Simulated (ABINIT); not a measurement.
# PbS (Galena) (Fm-3m) in ABINIT: a series of runs

Aim: see how the results for PbS (Galena) move with the level of theory and the settings. Levels: TB-mBJ, PBEsol, r2SCAN. Tasks: band structure, equation of state.

Everything below comes from runs of ABINIT 10.8.3 (patched build). Logs are shortened: lines on timing, memory, paths and dates and some standing lists are left out, and cuts for length are marked. The log counts tension as positive stress, the text compression.

## (1) The structure

The structure is cubic, space group Fm-3m (No. 225). The conventional cell has a = 5.931 Å, b = 5.931 Å, c = 5.931 Å, α = 90.00°, β = 90.00°, γ = 90.00°. Pb (site symmetry m-3m) is surrounded by 6 S at 2.97 Å. S (site symmetry m-3m) has 6 Pb at 2.97 Å as nearest neighbours.

## (2) Band structure, TB-mBJ

run.abi reads:

```
# Datasets: ground state, then fixed potential
ndtset 2

# Pseudopotentials
pp_dirpath "./"
pseudos "Pb.LDA_PW-JTH.xml, S.LDA_PW-JTH.xml"

# Structure
acell 3*1.0 Angstrom
rprim
     0.0000000000     2.9657500000     2.9657500000
     2.9657500000     0.0000000000     2.9657500000
     2.9657500000     2.9657500000     0.0000000000
ntypat 2
znucl 82 16
natom 2
typat 1 2
xred
     0.0000000000     0.0000000000     0.0000000000
     0.5000000000     0.5000000000     0.5000000000

# Plane-wave basis
ecut 26.0
pawecutdg 48.0

# Exchange and correlation
ixc -208012
usekden 1
pawxcdev 0

# Bands and occupations
occopt 3
tsmear 0.00183747

# SCF cycle
nstep 100
diemix 0.3
optforces 0
optstress 0

# Output
iomode 3
prtwf 0
prteig 0
prtebands 0
enunit 1
prtden1 1
prtkden1 1

# Dataset 1
kptopt1 1
ngkpt1 8 8 8
nshiftk1 1
shiftk1 0.0 0.0 0.0
nband1 14
tolvrs1 1.0e-7

# Dataset 2: bands along G-X-W-K-G-L-U-W-L-K
iscf2 -2
getden2 1
getkden2 1
nband2 20
nbdbuf2 4
tolwfr2 1.0e-11
kptopt2 -9
ndivsm2 8
prteig2 1
prtvol2 -3
kptbounds2
     0.0000000000     0.0000000000     0.0000000000
     0.5000000000     0.0000000000     0.5000000000
     0.5000000000     0.2500000000     0.7500000000
     0.3750000000     0.3750000000     0.7500000000
     0.0000000000     0.0000000000     0.0000000000
     0.5000000000     0.5000000000     0.5000000000
     0.6250000000     0.2500000000     0.6250000000
     0.5000000000     0.2500000000     0.7500000000
     0.5000000000     0.5000000000     0.5000000000
     0.3750000000     0.3750000000     0.7500000000
```

Potentials or basis: JTH PAW LDA v2.0.

Run with:

```console
> abinit run.abi > log 2>&1
```

run.abo:

```text
.Version 10.8.3 of ABINIT
 DATASET    1 : space group Fm -3 m (#225); Bravais cF (face-center cubic)
================================================================================
 Values of the parameters that define the memory need for DATASET  1.
     intxc =       0    ionmov =       0      iscf =       7    lmnmax =      18
     lnmax =       6     mgfft =      40  mpssoang =       3    mqgrid =    3001
     natom =       2  nloc_mem =       2    nspden =       1   nspinor =       1
    nsppol =       1      nsym =      48    n1xccc =       1    ntypat =       2
    occopt =       3   xclevel =       2
       mpw =        2245          nfft =       64000          nkpt =          29
 PAW method is used; the additional fine FFT grid is defined by:
   mgfftf=        50    nfftf =    125000
================================================================================
================================================================================

 DATASET    2 : space group Fm -3 m (#225); Bravais cF (face-center cubic)
================================================================================
 Values of the parameters that define the memory need for DATASET  2.
     intxc =       0    ionmov =       0      iscf =      -2    lmnmax =      18
     lnmax =       6     mgfft =      40  mpssoang =       3    mqgrid =    3001
     natom =       2  nloc_mem =       2    nspden =       1   nspinor =       1
    nsppol =       1      nsym =      48    n1xccc =       1    ntypat =       2
    occopt =       3   xclevel =       2
       mpw =        2247          nfft =       64000          nkpt =         139
 PAW method is used; the additional fine FFT grid is defined by:
   mgfftf=        50    nfftf =    125000
================================================================================
================================================================================

--------------------------------------------------------------------------------
------------- Echo of variables that govern the present computation ------------
--------------------------------------------------------------------------------
 -outvars: echo values of preprocessed input variables --------
            acell      1.8897261259E+00  1.8897261259E+00  1.8897261259E+00 Bohr
              amu      2.07200000E+02  3.20660000E+01
           diemix      3.00000000E-01
             ecut      2.60000000E+01 Hartree
           enunit           1
           getden1          0
           getden2          1
          getkden1          0
          getkden2          1
             iscf1          7
             iscf2         -2
              ixc     -208012
           jdtset        1    2
           kptopt1          1
           kptopt2         -9
         kptrlatt        8    0    0      0    8    0      0    0    8
          kptrlen1     6.34071731E+01
          kptrlen2     3.00000000E+01
            natom           2
            nband1         14
            nband2         20
           nbdbuf1          0
           nbdbuf2          4
           ndtset           2
           ndivsm1          0
           ndivsm2          8
            ngfft          40      40      40
          ngfftdg          50      50      50
             nkpt1         29
             nkpt2        139
            nstep         100
             nsym          48
           ntypat           2
           occopt           3
        optforces           0
        optstress           0
        pawecutdg      4.80000000E+01 Hartree
         pawxcdev           0
        prtebands           0
           prteig1          0
           prteig2          1
          prtkden           1
           prtvol1          0
           prtvol2         -3
            prtwf           0
            rprim      0.0000000000E+00  2.9657500000E+00  2.9657500000E+00
                       2.9657500000E+00  0.0000000000E+00  2.9657500000E+00
[... 252 lines left out ...]
  1.91E-12  4.16E-12  3.25E-12  6.89E-12  8.39E-12  7.80E-12  6.68E-12  7.18E-12
  5.82E-12  3.27E-12  4.11E-12  9.77E-12  2.25E-12  9.93E-12  6.70E-12  3.69E-12
  9.95E-12  8.16E-11  5.33E-12  3.65E-12
 -3.9667E-01 -3.9667E-01 -3.9661E-01 -3.9661E-01 -3.9661E-01 -2.6371E-01
  3.2159E-02  1.5263E-01  1.5263E-01  1.5263E-01  4.4847E-01  4.4847E-01
  4.4847E-01  4.9392E-01  4.9392E-01  4.9392E-01  5.6891E-01  5.6891E-01
  6.0399E-01  6.1459E-01
 Non-SCF case, kpt    2 (  0.02174  0.00000  0.02174), residuals and eigenvalues=
  8.71E-12  8.75E-12  3.72E-12  5.21E-12  4.97E-12  6.56E-12  8.66E-12  2.43E-12
  3.01E-12  8.12E-12  1.94E-12  6.96E-12  1.26E-12  1.69E-12  4.08E-12  6.43E-12
[... 1087 lines left out ...]
  4.26E-12  3.01E-12  3.16E-12  7.67E-12  7.45E-12  2.48E-12  8.55E-12  7.35E-12
  3.92E-11  1.62E-10  1.17E-10  8.44E-10
 -4.0033E-01 -3.9659E-01 -3.9655E-01 -3.9528E-01 -3.9498E-01 -2.0905E-01
 -4.3686E-02  6.9288E-02  1.3011E-01  1.5458E-01  3.7246E-01  3.9547E-01
  4.3914E-01  4.9269E-01  6.1442E-01  6.4491E-01  6.9936E-01  7.2162E-01
  7.7184E-01  7.9122E-01
 Non-SCF case, kpt  139 (  0.37500  0.37500  0.75000), residuals and eigenvalues=
  4.93E-12  9.94E-12  4.90E-12  6.85E-12  4.82E-12  8.90E-12  5.54E-12  1.34E-12
  6.04E-12  8.58E-12  1.63E-12  6.45E-12  6.08E-12  4.19E-12  5.24E-12  2.82E-12
  4.77E-11  1.33E-10  1.59E-08  2.01E-08
 -4.0051E-01 -3.9668E-01 -3.9647E-01 -3.9521E-01 -3.9494E-01 -2.0851E-01
 -4.0893E-02  6.6382E-02  1.2764E-01  1.4996E-01  3.7795E-01  4.0181E-01
  4.4242E-01  4.8591E-01  6.1940E-01  6.5022E-01  7.0283E-01  7.1385E-01
  7.7637E-01  7.8438E-01

Result for kinetic energy density :

--------------------------------------------------------------------------------
 Total kinetic energy density [Ha/Bohr^3]
)     Maximum=    4.7983E-01  at reduced coord.    0.5000    0.5000    0.5000
)     Minimum=    1.5606E-04  at reduced coord.    0.0000    0.0000    0.0000
   Integrated=    9.3555E+00
--------------------------------------------------------------------------------

--- !ResultsGS
iteration_state: {dtset: 2, }
comment   : Summary of ground state results
lattice_vectors:
- [  0.0000000,   5.6044553,   5.6044553, ]
- [  5.6044553,   0.0000000,   5.6044553, ]
- [  5.6044553,   5.6044553,   0.0000000, ]
lattice_lengths: [   7.92590,    7.92590,    7.92590, ]
lattice_angles: [ 60.000,  60.000,  60.000, ] # degrees, (23, 13, 12)
lattice_volume:   3.5207097E+02
convergence: {deltae:  0.000E+00, res2:  0.000E+00, residm:  9.999E-12, diffor:  0.000E+00, }
etotal    :  -5.74328632E+01
entropy   :   0.00000000E+00
fermie    :   2.58630224E-01
cartesian_stress_tensor: null
pressure_GPa: null
xred      :
- [  0.0000E+00,   0.0000E+00,   0.0000E+00, Pb]
- [  5.0000E-01,   5.0000E-01,   5.0000E-01,  S]
cartesian_forces: null
force_length_stats: {min: null, max: null, mean: null, }
...

 Integrated electronic density in atomic spheres:
 ------------------------------------------------
 Atom  Sphere_radius  Integrated_density
    1        2.40264         11.31797555
    2        1.90380          3.54785296

================================================================================

 ----iterations are completed or convergence reached----

 Mean square residual over all n,k,spin=   54.554E-13; max=  99.989E-13
 reduced coordinates (array xred) for    2 atoms
       0.000000000000      0.000000000000      0.000000000000
       0.500000000000      0.500000000000      0.500000000000

 cartesian coordinates (angstrom) at end:
    1      0.00000000000000     0.00000000000000     0.00000000000000
    2      2.96575000000000     2.96575000000000     2.96575000000000
 length scales=  1.889726125908  1.889726125908  1.889726125908 bohr
              =  1.000000000000  1.000000000000  1.000000000000 angstroms
 Eigenvalues (   eV  ) for nkpt= 139  k points:
 kpt#   1, nband= 20, wtk=  1.00000, kpt=  0.0000  0.0000  0.0000 (reduced coord)
 -10.79390  -10.79390  -10.79228  -10.79228  -10.79228   -7.17592    0.87509    4.15329
   4.15329    4.15329   12.20340   12.20340   12.20340   13.44038   13.44038   13.44038
  15.48084   15.48084   16.43553   16.72394
 kpt#   2, nband= 20, wtk=  1.00000, kpt=  0.0217  0.0000  0.0217 (reduced coord)
 -10.79420  -10.79379  -10.79238  -10.79205  -10.79205   -7.17084    0.85120    4.14758
   4.14758    4.18802   12.07902   12.17684   12.17684   13.41030   13.49132   13.49132
  15.48610   15.57762   16.48082   16.77780
 kpt#   3, nband= 20, wtk=  1.00000, kpt=  0.0435  0.0000  0.0435 (reduced coord)
 -10.79500  -10.79347  -10.79266  -10.79130  -10.79130   -7.15554    0.78313    4.13061
   4.13061    4.28796   11.75495   12.10939   12.10939   13.32520   13.63165   13.63165
  15.50185   15.79656   16.61151   16.96263
 kpt#   4, nband= 20, wtk=  1.00000, kpt=  0.0652  0.0000  0.0652 (reduced coord)
 -10.79662  -10.79306  -10.79295  -10.79011  -10.79011   -7.13015    0.67986    4.10273
   4.10273    4.44092   11.31998   12.02435   12.02435   13.19758   13.83738   13.83738
  15.52806   16.00985   16.81508   17.31931
 kpt#   5, nband= 20, wtk=  1.00000, kpt=  0.0870  0.0000  0.0870 (reduced coord)
[... 525 lines left out ...]
   3.69963    4.49539    9.75707   10.38482   11.66272   13.83106   16.52769   17.10464
  18.99966   19.95759   20.64293   22.00439
 kpt# 137, nband= 20, wtk=  1.00000, kpt=  0.3929  0.3929  0.7143 (reduced coord)
 -10.88739  -10.79299  -10.78937  -10.75823  -10.74895   -5.71269   -1.27430    2.01310
   3.61640    4.34451    9.95889   10.57741   11.82282   13.61162   16.60987   17.33968
  19.00310   19.81526   20.80800   21.78821
 kpt# 138, nband= 20, wtk=  1.00000, kpt=  0.3839  0.3839  0.7321 (reduced coord)
 -10.89345  -10.79179  -10.79060  -10.75619  -10.74793   -5.68860   -1.18876    1.88542
   3.54059    4.20625   10.13511   10.76125   11.94969   13.40689   16.71914   17.54897
  19.03052   19.63615   21.00274   21.53031
 kpt# 139, nband= 20, wtk=  1.00000, kpt=  0.3750  0.3750  0.7500 (reduced coord)
 -10.89853  -10.79418  -10.78848  -10.75431  -10.74696   -5.67395   -1.11277    1.80635
   3.47317    4.08059   10.28451   10.93391   12.03898   13.22236   16.85483   17.69340
  19.12502   19.42497   21.12618   21.34402

== END DATASET(S) ==============================================================
================================================================================

 -outvars: echo values of variables after computation  --------
            acell      1.8897261259E+00  1.8897261259E+00  1.8897261259E+00 Bohr
           etotal1    -5.7432863250E+01
            fcart1     9.9999999999E+99  9.9999999999E+99  9.9999999999E+99
                       9.9999999999E+99  9.9999999999E+99  9.9999999999E+99
            rprim      0.0000000000E+00  2.9657500000E+00  2.9657500000E+00
                       2.9657500000E+00  0.0000000000E+00  2.9657500000E+00
                       2.9657500000E+00  2.9657500000E+00  0.0000000000E+00
           strten1     9.9999999999E+99  9.9999999999E+99  9.9999999999E+99
                       9.9999999999E+99  9.9999999999E+99  9.9999999999E+99
           xangst      0.0000000000E+00  0.0000000000E+00  0.0000000000E+00
                       2.9657500000E+00  2.9657500000E+00  2.9657500000E+00
             xred      0.0000000000E+00  0.0000000000E+00  0.0000000000E+00
                       5.0000000000E-01  5.0000000000E-01  5.0000000000E-01
 Calculation completed.
```

It took 25 min on 1 thread of Intel Xeon Platinum 8259CL at 2.50GHz (Skylake/Cascade Lake), shared host; peak memory 0.24 GiB.

Results:

* Band gap on the k mesh: 1.00 eV, direct
* Band gap along the path: 1.00 eV, direct
* Valence electrons inside the program's atomic spheres: Pb 11.32; S 3.55

Levels at the corners of the path, in eV from the valence-band top:
```
point  band 7  band 8  band 9  band 10  band 11  band 12  band 13  band 14
    Γ   -5.66   -2.38   -2.38    -2.38     5.67     5.67     5.67     6.90
    X   -6.82   -5.12   -3.54    -3.54     4.38     6.08     6.12     6.12
    W   -7.61   -4.41   -4.41    -1.19     2.61     5.10     5.10     8.55
    K   -7.65   -4.73   -3.06    -2.46     3.75     4.40     5.50     6.68
    Γ   -5.66   -2.38   -2.38    -2.38     5.67     5.67     5.67     6.90
    L   -8.55   -2.03   -2.03     0.00     1.00     2.28     2.28     9.59
    U   -7.65   -4.73   -3.06    -2.46     3.75     4.40     5.50     6.68
    W   -7.61   -4.41   -4.41    -1.19     2.61     5.10     5.10     8.55
    L   -8.55   -2.03   -2.03     0.00     1.00     2.28     2.28     9.59
    K   -7.65   -4.73   -3.06    -2.46     3.75     4.40     5.50     6.68
```

Caveat: the constant c of TB-mBJ comes from the pseudo density here, which moves gaps by up to 0.3 eV between sets of potentials; the PAW data sets were made with another functional, which shifts forces and pressure a little; spin-orbit coupling is left out, which as a rule narrows the gap of such compounds by several tenths of an eV.

## (3) Equation of state, PBEsol

run.abi reads:

```
# Datasets: one volume each
ndtset 7
getwfk -1
scalecart1 3*0.9795861087
scalecart2 3*0.9864848297
scalecart3 3*0.9932883884
scalecart4 3*1.0000000000
scalecart5 3*1.0066227096
scalecart6 3*1.0131594038
scalecart7 3*1.0196128224

# Pseudopotentials
pp_dirpath "./"
pseudos "Pb.GGA_PBE-JTH.xml, S.GGA_PBE-JTH.xml"

# Structure
acell 3*1.0 Angstrom
rprim
     0.0000000000     2.9657500000     2.9657500000
     2.9657500000     0.0000000000     2.9657500000
     2.9657500000     2.9657500000     0.0000000000
ntypat 2
znucl 82 16
natom 2
typat 1 2
xred
     0.0000000000     0.0000000000     0.0000000000
     0.5000000000     0.5000000000     0.5000000000

# Plane-wave basis
ecut 22.0
pawecutdg 44.0
pawxcdev 0

# k points
kptopt 1
ngkpt 8 8 8
nshiftk 1
shiftk 0.0 0.0 0.0

# Exchange and correlation
ixc -116133

# Bands and occupations
nband 14
occopt 3
tsmear 0.00183747

# SCF cycle
nstep 100
tolvrs 1.0e-9

# Output
iomode 3
prtwf 1
prtden 0
prteig 0
prtebands 0
enunit 2
```

Potentials or basis: JTH PAW PBE v2.0.

Run with:

```console
> abinit run.abi > log 2>&1
```

Wall time 4.7 min (1 thread of Intel Xeon Platinum 8259CL at 2.50GHz (Skylake/Cascade Lake), shared host); peak memory 0.16 GiB.

It converged, with:

| Quantity | Value |
| --- | --- |
| Equilibrium volume | 25.74 Å³/atom |
| Bulk modulus | 59 GPa |
| Pressure derivative of the bulk modulus | 4.3 |

Energy against volume, from the lowest point:
| volume (Å³/atom) | energy (meV/atom) |
| --- | --- |
| 24.521 | 11.33 |
| 25.042 | 3.43 |
| 25.564 | 0.00 |
| 26.086 | 0.61 |
| 26.607 | 4.85 |
| 27.129 | 12.39 |
| 27.651 | 22.80 |

Caveat: pressures at fixed basis lie under the slope of the energies; the PAW data sets were made with another functional, which shifts forces and pressure a little. Spin-orbit coupling is left out, which matters for the levels of Pb.

## (4) Equation of state, r2SCAN

run.abi: that of step 3 with these lines changed.

```diff
@@ -30,5 +30,4 @@
 # Plane-wave basis
-ecut 22.0
-pawecutdg 44.0
-pawxcdev 0
+ecut 26.0
+pawecutdg 48.0
 
@@ -41,3 +40,5 @@
 # Exchange and correlation
-ixc -116133
+ixc -497498
+usekden 1
+pawxcdev 0
 
@@ -50,3 +51,3 @@
 nstep 100
-tolvrs 1.0e-9
+tolvrs 1.0e-7
```

Potentials or basis: JTH PAW PBE v2.0.

Run with:

```console
> abinit run.abi > log 2>&1
```

run.abo:

```text
.Version 10.8.3 of ABINIT
 DATASET    1 : space group Fm -3 m (#225); Bravais cF (face-center cubic)
================================================================================
 Values of the parameters that define the memory need for DATASET  1.
     intxc =       0    ionmov =       0      iscf =      17    lmnmax =      18
     lnmax =       6     mgfft =      36  mpssoang =       3    mqgrid =    3001
     natom =       2  nloc_mem =       2    nspden =       1   nspinor =       1
    nsppol =       1      nsym =      48    n1xccc =       1    ntypat =       2
    occopt =       3   xclevel =       2
       mpw =        2120          nfft =       46656          nkpt =          29
 PAW method is used; the additional fine FFT grid is defined by:
   mgfftf=        50    nfftf =    125000
================================================================================
================================================================================
[... 71 lines left out ...]
 DATASET    7 : space group Fm -3 m (#225); Bravais cF (face-center cubic)
[... 1532 lines left out ...]
                      -0.0000000000E+00 -0.0000000000E+00 -0.0000000000E+00
            fcart5    -0.0000000000E+00 -0.0000000000E+00 -0.0000000000E+00
                      -0.0000000000E+00 -0.0000000000E+00 -0.0000000000E+00
[... 38 lines left out ...]
                       0.0000000000E+00  0.0000000000E+00  0.0000000000E+00
           xangst1     0.0000000000E+00  0.0000000000E+00  0.0000000000E+00
                       2.9052075019E+00  2.9052075019E+00  2.9052075019E+00
           xangst2     0.0000000000E+00  0.0000000000E+00  0.0000000000E+00
                       2.9256673837E+00  2.9256673837E+00  2.9256673837E+00
           xangst3     0.0000000000E+00  0.0000000000E+00  0.0000000000E+00
                       2.9458450379E+00  2.9458450379E+00  2.9458450379E+00
           xangst4     0.0000000000E+00  0.0000000000E+00  0.0000000000E+00
                       2.9657500000E+00  2.9657500000E+00  2.9657500000E+00
           xangst5     0.0000000000E+00  0.0000000000E+00  0.0000000000E+00
                       2.9853913010E+00  2.9853913010E+00  2.9853913010E+00
           xangst6     0.0000000000E+00  0.0000000000E+00  0.0000000000E+00
                       3.0047775018E+00  3.0047775018E+00  3.0047775018E+00
           xangst7     0.0000000000E+00  0.0000000000E+00  0.0000000000E+00
                       3.0239167280E+00  3.0239167280E+00  3.0239167280E+00
             xred      0.0000000000E+00  0.0000000000E+00  0.0000000000E+00
                       5.0000000000E-01  5.0000000000E-01  5.0000000000E-01
 Calculation completed.
```

It took 16 min on 1 thread of Intel Xeon Platinum 8259CL at 2.50GHz (Skylake/Cascade Lake), shared host; peak memory 0.23 GiB.

What came out:

```yaml
Equilibrium_volume: 26.75 Å³/atom
Bulk_modulus: 59 GPa
Pressure_derivative_of_the_bulk_modulus: 3.8
```

Energy against volume, from the lowest point:
```csv
volume (Å³/atom),energy (meV/atom)
24.521,38.78
25.042,21.94
25.564,10.13
26.086,3.00
26.607,0.00
27.129,0.87
27.651,5.18
```

Caveat: pressures at fixed basis lie under the slope of the energies; the PAW data sets were made with another functional, which shifts forces and pressure a little. Zero-point motion and thermal expansion aren't in these numbers.

[end of part 1 of 2]
